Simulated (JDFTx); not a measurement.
**Li2S and the effect of the functional**

```
S Li
1.0
     0.00000    2.84450    2.84450
     2.84450    0.00000    2.84450
     2.84450    2.84450    0.00000
S Li
1 2
Direct
  0.00000 0.00000 0.00000
  0.75000 0.75000 0.75000
  0.25000 0.25000 0.25000
```

Kept alike: task single point; k mesh 4 × 4 × 4; occupations fermi-dirac, width 0.05 eV; no spin polarisation. Program: JDFTx, SG15-PBE-1.2 with smoothed tails, cutoff 1088 eV. The mesh is that of the run's cell of 3 atoms. No spin-orbit coupling.

| functional | band gap (eV) | pressure (GPa) |
| --- | --- | --- |
| LDA | 3.135 | -1.98 |
| PBEsol | 3.206 | -0.33 |
| r2SCAN | 3.876 | 0.41 |

The k mesh is coarse, so the values aren't converged. Pressure is positive in compression; the values hold the error of the finite cutoff, so their zero can differ a little from the energy's minimum. A gap read on the mesh alone can miss an edge between its points. All rows use potentials made for PBE.

The band gap runs from 3.135 (LDA) to 3.876 eV (r2SCAN). The pressure runs from -1.98 (LDA) to 0.41 GPa (r2SCAN).
